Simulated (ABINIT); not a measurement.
# BaO (Fm-3m): G0W0 with ABINIT, start to end, part 3 of 3

Aim: the G0W0 gap of BaO (Fm-3m) on LDA, step by step.

ABINIT 10.8.3; LDA and many-body steps on it, plane waves. Known limits of the many-body steps: not at the basis limit; no spin-orbit coupling; coarse k mesh.

So far. Step 4 (Empty states on the mesh, 4×4×4 mesh, 50 bands): On this mesh the gap is 1.801 eV. Step 5 (Screening, 4×4×4 mesh, 46 bands, screening to 106.1 eV): Local fields lower ε∞ by 10 %. On a Γ-centred mesh this coarse the value itself is usually too large, while a short band sum pulls it down.

The database entry behind the starting cell differs from later determinations by our own check (about 0.7 % short), so it need not match the best structure at ambient conditions.

## 6. Self-energy, 4×4×4 mesh, 46 bands, screening to 106.1 eV

The self-energy is evaluated for the states that the input lists, and the levels follow from it, in one-shot runs by the linearised quasiparticle equation.

This step: G0W0 on LDA, plane waves, norm-conserving pseudopotentials.

File run.abi:

```
acell 3*1.0 Angstrom
rprim 
  -0.000000000000 2.750000000000 2.750000000000
  2.750000000000 -0.000000000000 2.750000000000
  2.750000000000 2.750000000000 -0.000000000000
ntypat 2
znucl 56 8
natom 2
typat 1 2
xred 
  0.000000000000 0.000000000000 0.000000000000
  0.500000000000 0.500000000000 0.500000000000
pp_dirpath "pseudos"
pseudos "Ba.upf, O.upf"
ecut 36
ngkpt 4 4 4
nshiftk 1
shiftk 0 0 0
kptopt 1
chksymbreak 0
istwfk *1
occopt 1
irdwfk 1
optdriver 4
nband 46
gwcalctyp 0
ecutsigx 36
symsigma 1
nkptgw 2
kptgw 
  0.5000000000 0.5000000000 0.0000000000
  0.0000000000 0.0000000000 0.0000000000
bdgw 
  6 10
  6 12
ecuteps 3.9
irdscr 1
ppmodel 1
indata_prefix "in"
outdata_prefix "out"
tmpdata_prefix "tmp"
```

Started as:

```bash
$ OMP_NUM_THREADS=1 mpirun -n 4 abinit run.abi > log
```

Numbers of over 12 decimals in the logs are rounded to 6 here.

The program printed:

```text
.Version 10.8.3 of ABINIT. v10.8.2 released Aug 2026.

 Symmetries : space group Fm -3 m (#225); Bravais cF (face-center cubic)
[... echo of the input left out ...]
== DATASET  1 ==================================================================
-   mpi_nproc: 4, omp_nthreads: 1 (-1 if OMP is not activated)

--- !DatasetInfo
iteration_state: {dtset: 1, }
dimensions: {natom: 2, nkpt: 8, mband: 46, nsppol: 1, nspinor: 1, nspden: 1, mpw: 2914, }
cutoff_energies: {ecut:  36.0, pawecutdg:  -1.0, }
electrons: {nelect:   1.60000000E+01, charge:   0.00000000E+00, occopt:   1.00000000E+00, tsmear:   1.00000000E-02, }

 SIGMA: Calculation of the GW corrections

 Based on a program developped by R.W. Godby, V. Olevano, G. Onida, and L. Reining.
 Incorporated in ABINIT by V. Olevano, G.-M. Rignanese, and M. Torrent.
.Using double precision arithmetic ; gwpc =  8

[... cell and pseudopotentials left out ...]
--------------------------------------------------------------------------------

 ==== K-mesh for the wavefunctions ====
 Number of points in the irreducible wedge :     8
[... list of points left out ...]
 Together with 48 symmetry operations and time-reversal symmetry
 yields    64 points in the full Brillouin Zone.

 ==== Q-mesh for screening function ====
 Number of points in the irreducible wedge :     8
[... list of points left out ...]
 Together with 48 symmetry operations and time-reversal symmetry
 yields    64 points in the full Brillouin Zone.

 vcoul_init : cutoff-mode = AUXILIARY_FUNCTION
 q-points for optical limit:   1
     1)      0.000010    0.000020    0.000030
 setmesh: FFT mesh size selected  =    40x   40x   40
          total number of points  =        64000

 Number of electrons calculated from density =   16.0000; Expected =   16.0000
 average of density, n =  0.057003
 r_s =    1.6119
 omega_plasma =   23.0305 [eV]

 === KS Band Gaps ===
  >>>> For spin  1
   Minimum direct gap =   1.8012 [eV], located at k-point      :   0.5000  0.5000  0.0000
   Fundamental gap    =   1.8012 [eV], Top of valence bands at :   0.5000  0.5000  0.0000
                                       Bottom of conduction at :   0.5000  0.5000  0.0000
 SIGMA fundamental parameters:
 PLASMON POLE MODEL  1
 number of plane-waves for SigmaX                 2891
 number of plane-waves for SigmaC and W            113
 number of plane-waves for wavefunctions          2891
 number of bands                                    46
 number of independent spin polarizations            1
 number of spinorial components                      1
 number of k-points in IBZ                           8
 number of q-points in IBZ                           8
 number of symmetry operations                      48
 number of k-points in BZ                           64
 number of q-points in BZ                           64
 number of frequencies for dSigma/dE                 9
 frequency step for dSigma/dE [eV]                0.25
 number of omega for Sigma on real axis              0
 max omega for Sigma on real axis  [eV]           0.00
 zcut for avoiding poles [eV]                     0.10

 EPSILON^-1 parameters (SCR file):
 dimension of the eps^-1 matrix on file            113
 dimension of the eps^-1 matrix used               113
 number of plane-waves for wavefunctions          2891
 number of bands                                    46
 number of q-points in IBZ                           8
 number of frequencies                               2
 number of real frequencies                          1
 number of imag frequencies                          1

 matrix elements of self-energy operator (all in [eV])

 Perturbative Calculation

--- !SelfEnergy_ee
iteration_state: {dtset: 1, }
kpoint     : [   0.500,    0.500,    0.000, ]
spin       : 1
KS_gap     :    1.801
QP_gap     :    3.094
Delta_QP_KS:    1.292
data: !SigmaeeData |
     Band     E0 <VxcDFT>   SigX SigC(E0)      Z dSigC/dE  Sig(E)    E-E0       E
        6   5.226 -18.429 -23.463   4.606   0.770  -0.298 -18.759  -0.329   4.897
        7   5.226 -18.429 -23.463   4.606   0.770  -0.298 -18.759  -0.329   4.897
        8   5.446 -18.417 -23.293   4.442   0.775  -0.290 -18.753  -0.336   5.110
        9   7.248  -9.085  -4.483  -3.472   0.847  -0.181  -8.128   0.956   8.204
       10  11.511 -11.877  -6.696  -3.636   0.837  -0.195 -10.585   1.293  12.804

--- !SelfEnergy_ee
iteration_state: {dtset: 1, }
kpoint     : [   0.000,    0.000,    0.000, ]
spin       : 1
KS_gap     :    3.878
QP_gap     :    5.200
Delta_QP_KS:    1.322
data: !SigmaeeData |
     Band     E0 <VxcDFT>   SigX SigC(E0)      Z dSigC/dE  Sig(E)    E-E0       E
        6   4.993 -18.277 -23.455   4.728   0.768  -0.302 -18.623  -0.346   4.647
        7   4.993 -18.277 -23.455   4.728   0.768  -0.302 -18.623  -0.346   4.647
        8   4.993 -18.277 -23.455   4.728   0.768  -0.302 -18.623  -0.346   4.647
        9   8.871  -9.772  -5.063  -3.550   0.842  -0.187  -8.796   0.976   9.847
       10  10.087 -10.115  -4.929  -3.749   0.842  -0.188  -8.904   1.210  11.297
       11  10.087 -10.115  -4.929  -3.749   0.842  -0.188  -8.904   1.210  11.297
       12  10.087 -10.115  -4.929  -3.749   0.842  -0.188  -8.904   1.210  11.297

== END DATASET(S) ==============================================================
================================================================================

 -outvars: echo values of variables after computation  --------
           etotal      0.0000000000E+00
            nband          46
             nkpt           8
          spgroup         225
 [... the other variables as echoed above ...]

 Calculation completed.
```

Run time: 3.9 s. Hardware: 4 MPI ranks of Arm Neoverse V1, shared host; peak memory 0.54 GiB.

Numbers from this step:

```
G0W0 gap on the points computed              : 3.094 eV
starting gap on the mesh                     : 1.801 eV
k of the valence top                         : 0.5, 0.5, 0
k of the conduction bottom                   : 0.5, 0.5, 0
Z at the valence top                         : 0.775
Z at the conduction bottom                   : 0.847
least direct G0W0 gap on the computed points : 3.094 eV
```

The gap on the mesh goes from 1.80 eV to 3.09 eV, a correction of +1.29 eV.

Limits: finite bands, cutoff and mesh; no spin-orbit coupling; coarse k mesh. v1 is the top filled band, c1 the lowest empty one. The levels before and after the correction (eV, zero at the valence-band top of each column):

|  | conduction bottom | valence top |
| --- | --- | --- |
| Kohn-Sham | 1.80 | 0.00 |
| G0W0 | 3.09 | 0.00 |

|  | level | energy (eV) |
| --- | --- | --- |
| Kohn-Sham | (0.5 0.5 0) v3-v2 | -0.220 |
| Kohn-Sham | (0.5 0.5 0) v1 | 0.000 |
| Kohn-Sham | (0.5 0.5 0) c1 | 1.801 |
| Kohn-Sham | (0.5 0.5 0) c2 | 6.065 |
| G0W0 | (0.5 0.5 0) v3-v2 | -0.213 |
| G0W0 | (0.5 0.5 0) v1 | 0.000 |
| G0W0 | (0.5 0.5 0) c1 | 3.094 |
| G0W0 | (0.5 0.5 0) c2 | 7.694 |

## 7. Where the time went

Times are wall times on 4 MPI ranks of Arm Neoverse V1, shared host, good to a factor of about two.

| step | time | share | memory (GiB) |
| --- | --- | --- | --- |
| ground state | 7.9 s | 22 % | 0.28 |
| bands along the symmetry lines | 9 s | 25 % | 0.27 |
| empty states on the mesh | 7.3 s | 21 % | 0.26 |
| screening | 7.4 s | 21 % | 0.51 |
| self-energy | 3.9 s | 11 % | 0.54 |

## 8. What came out

```json
{"LDA gap": "1.80 eV, direct", "G0W0 gap on the mesh": "3.09 eV", "GW settings": "4×4×4 mesh, 46 bands, screening to 106.1 eV, Godby-Needs plasmon pole", "known limits": "not at the basis limit; no spin-orbit coupling; coarse k mesh"}
```

**Reading.** G0W0 moves the gap on the mesh from 1.80 eV to 3.09 eV (+1.29 eV), with Z of 0.78 and 0.85 at the edges. Local fields lower the RPA ε∞ on this mesh from 4.82 to 4.35; a Γ-centred mesh this coarse tends to raise both, most where the direct gap is narrow, while a short band sum lowers them. Only 2 of the mesh's irreducible points were corrected, so a valley elsewhere could overtake. Bands and cutoff are finite, so the gap is not at the basis limit. The miss can reach some tenths of an eV and take either sign; the mesh is an error of its own. In the G0W0 run levels were corrected at 2 k points alone, so a gap called «on the mesh» is the least over those, and an edge elsewhere would be missed. The 4×4×4 mesh is coarse for this cell, which bears on the long-range parts of exchange and screening. The many-body steps are scalar-relativistic: spin-orbit coupling is not in them.

[Paths, hosts, dates, memory and timing lines, banners, echoed tables and standing remarks are left out of the program output.]

[Logs are printed without paths, hosts, clocks, repeated set-up lines and the standing remarks that a program may print on its own settings, such as how far it seeks lower states.]

[Runs of the session that timed out or met a known fault of the program may be left out.]

[Hosts, paths, dates, database ids (printed as entryN), source tags and the programs' standing remarks are cut or masked in the printed files.]

[G0W0 gaps are taken among the corrected bands and points alone; a level outside them can change the order at an edge.]

[Where Ansatz stands beside ABINIT at settings called matched, ABINIT's density can come from a denser mesh and the files from another edition; pairs whose starting gaps differed by over 0.03 eV were left out, so agreement reads better than it is.]
